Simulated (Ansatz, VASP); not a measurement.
# TiC in VASP and in Ansatz

INCAR

```
SYSTEM = TiC
PREC = Accurate
ENCUT = 520
EDIFF = 1E-6
ISMEAR = -1
SIGMA = 0.03
LREAL = .False.
LASPH = .True.
NELM = 80
ALGO = Normal
ISIF = 2
LWAVE = .False.
LCHARG = .False.
GGA = PE
NBANDS = 15
```

The input KPOINTS:

```
regular mesh
0
Gamma
  16 16 16
  0 0 0
```

The input POSCAR:

```
TiC
1.0
    0.0000000000      2.1640000000      2.2289200000
    2.1640000000      0.0000000000      2.2289200000
    2.1640000000      2.1640000000      0.0000000000
Ti C
1 1
Direct
    0.0000000000      0.0000000000      0.0000000000
    0.5000000000      0.5000000000      0.5000000000
```

Input for Ansatz:

```yaml
crystal:
  lattice:
    - [0.0, 2.164, 2.22892]
    - [2.164, 0.0, 2.22892]
    - [2.164, 2.164, 0.0]
  atoms:
    - { symbol: Ti, position: [0.0, 0.0, 0.0] }
    - { symbol: C, position: [0.5, 0.5, 0.5] }
kpoints:
  mp_grid: { grid: [16, 16, 16] }
  band_path:
    path:
      - [0.0, 0.0, 0.0]
      - [0.0, 0.5, 0.5]
      - [0.25, 0.75, 0.5]
      - [0.0, 0.5, 0.0]
      - [0.0, 0.0, 0.0]
      - [0.5, 0.5, 0.0]
      - [0.3678244886, 0.6321755114, 0.0]
      - [-0.3678244886, 0.3678244886, 0.0]
      - [0.0, 0.0, 0.0]
    npoints: 5
scf:
  occupations: { method: fermi_dirac, width: 0.03 }
hamiltonian:
  xc: pbe
  pseudopotentials: { kind: all_electron, lapw: { basis_error: 0.001 } }
output:
  forces: true
  stress: true
  eigenvalues: true
```

Change from the starting cell: zz strain of +3 %.

Alike in both runs: task single point; functional PBE; k mesh 16 × 16 × 16; occupations fermi-dirac, width 0.03 eV; no spin polarisation.

|  | VASP | Ansatz |
| --- | --- | --- |
| version | VASP 6.6.1 | Ansatz 0.2.0 |
| potentials or method | VASP PAW PBE potentials, release 64 (Ti_sv, C) | all-electron LAPW, scalar-relativistic |
| plane-wave cutoff (eV) | 520 | see its input |

```csv
,VASP,Ansatz,Ansatz less VASP
pressure (GPa),-5.7,-5.9,-0.14
largest component of the traceless stress (GPa),6.39,6.33,-0.059
```

Ansatz ran all-electron here, so the differences hold the error of VASP's frozen core and of both bases.
